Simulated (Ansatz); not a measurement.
# MnO2: magnetic states

An exercise on one series of results from a longer session: the logs are not shown, and one member is left open.

Computed with Ansatz 0.2.0 (DFT PBE, scalar-relativistic, plane waves, PAW, unless a step's input says otherwise).

2 further runs of the same task are left out: 2 that didn't finish.

### The structure to begin with

It takes space group Pmmn (No. 59, orthorhombic). Conventional cell: a = 2.904 Å, b = 3.845 Å, c = 6.164 Å, α = 90.00°, β = 90.00°, γ = 90.00°. Around Mn (site symmetry mm2) lie 6 O at 1.83 to 2.05 Å. O (site symmetry mm2) has 4 Mn at 1.98 to 2.05 Å as nearest neighbours. O (site symmetry mm2) has 2 Mn at 1.83 Å as nearest neighbours.

As a file:

```
Mn O
1.0
     2.90416    0.00000    0.00000
     0.00000    3.84481    0.00000
     0.00000    0.00000    6.16426
Mn O
2 4
Direct
  0.00000 0.00000 0.65670
  0.50000 0.50000 0.34330
  0.00000 0.50000 0.57820
  0.50000 0.00000 0.42180
  0.00000 0.50000 0.16243
  0.50000 0.00000 0.83757
```

The structure comes from the Materials Project (structure only); it is used as listed.

The first run:

input.yaml

```yaml
crystal:
  lattice:
    - [2.904158, 0.0, 0.0]
    - [0.0, 3.84481, 0.0]
    - [0.0, 0.0, 6.164264]
  atoms:
    - { symbol: Mn, position: [0.0, 0.0, 0.6566985], spin: 4.0 }
    - { symbol: Mn, position: [0.5, 0.5, 0.3433015], spin: 4.0 }
    - { symbol: O, position: [0.0, 0.5, 0.5782005] }
    - { symbol: O, position: [0.5, 0.0, 0.4217995] }
    - { symbol: O, position: [0.0, 0.5, 0.1624325] }
    - { symbol: O, position: [0.5, 0.0, 0.8375675] }
basis:
  ecutwfc: 420
kpoints:
  mp_grid: { grid: [6, 6, 4] }
hamiltonian:
  xc: pbe
scf:
  occupations: { method: gaussian, width: 0.1 }
output:
  forces: true
  stress: true
  eigenvalues: true
  populations: true
magnetization:
  spin_polarized: true
```

Started as:

```bash
> ansatz run input.yaml --threads 1 --pin off --max-ram 2560MiB --backend cpu --events-out ev --progress --plain --runs-dir out
```

Steps of the session up to this table: A first look at the start; Base run on a denser mesh; Magnetic start: no spin polarisation; Start: ferromagnetic; Start: large parallel starting moments; Start: antiferromagnetic in the cell, signs +-; Magnetic start: small parallel starting moments.

One of the session's tables, all rows but one given; the rest of the session is left out.

It belongs to the step «The magnetic starts in order of energy». 

```
                                  start  energy above the lowest (meV/atom)  pressure (GPa)
                          ferromagnetic                                0.00            -7.3
        large parallel starting moments                                0.00            -7.3
        small parallel starting moments                                0.00            -7.3
antiferromagnetic in the cell, signs +-                                   ?               ?
                                no spin                                 293           -16.2
```

Estimate the missing values for antiferromagnetic in the cell, signs +-.

**Answer.** energy above the lowest (meV/atom): 3.18; pressure (GPa): -7.7. In the column «energy above the lowest (meV/atom)» it lies between small parallel starting moments (0.00) and no spin (293).
